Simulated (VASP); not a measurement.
Runs of VASP 6.6.1 on C. Symmetry: P6/mmm, No. 191, hexagonal system. The conventional cell has a = 7.983 Å, b = 7.983 Å, c = 1.288 Å, α = 90.00°, β = 90.00°, γ = 120.00°. C (site symmetry 6/mmm) has 2 C at 1.29 Å as nearest neighbours. C (site symmetry -6m2) is surrounded by 2 C at 1.29 Å. This isn't the form of C at room conditions, which is graphite.

```tsv
cell	k mesh	gap on the mesh (eV)	pressure (GPa)
P6/mmm, 23.69 Å³/atom	6 × 6 × 32	none	-0.4
P6/mmm, 21.8 Å³/atom	5 × 5 × 27	none	8.5
P6/mmm, 24.64 Å³/atom	5 × 5 × 27	none	(a)
P6/mmm, 23.69 Å³/atom	5 × 5 × 27	none	-0.4
```

Alike in all rows: task single point; level revPBE; potentials or basis VASP PAW PBE potentials, release 64 (C); no spin polarisation; cutoff (eV) 520; smearing fermi-dirac 0.1 eV.

**Question.** Fill in the values left out.

**Answer.** (a) -3.7.

Caveats: the PAW data sets were made with another functional, which shifts forces and pressure a little.

A gap of «none» marks a metal or a gap under the smearing width.
